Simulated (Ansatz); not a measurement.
## Formation energy of PbO-type ZrC

Computed with Ansatz (plane waves, PAW, 420 eV cutoff): PBE, scalar-relativistic, no spin polarisation, 8×8×12 k-mesh, Gaussian smearing of 0.05 eV; PAW files: Ansatz's generated set soft_2.

The start was a prototype's sites filled with these elements. The Crystallography Open Database lists the compound in space group Fm-3m (rock salt), so this is a trial structure.

The structure is tetragonal, space group P4/nmm (No. 129). The conventional cell has a = 4.243 Å, b = 4.243 Å, c = 3.112 Å, α = 90.00°, β = 90.00°, γ = 90.00°. Around Zr (site symmetry 4mm) lie 4 C at 2.24 Å. C (site symmetry -4m2) is surrounded by 4 Zr at 2.24 Å. (Shells end 15 % past the nearest neighbour.)

The elements were computed in their standard states with the same datasets, cutoff and functional. Total energies depend on the potentials used, so only differences within one code and one set of settings carry meaning.

Energy of the relaxed cell (4 atoms, smearing extrapolated to zero): -8870.106 eV. Elements, in eV/atom: Zr -4183.837, C -250.944.

Question: What is the formation energy?

Answer: [-8870.106 − (2 × -4183.837 + 2 × -250.944)] / 4 = -0.14 eV/atom, or -13 kJ per mole of atoms.

The value is for 0 K, without zero-point energy. A negative value shows stability against the elements alone, not against other compounds or structures.
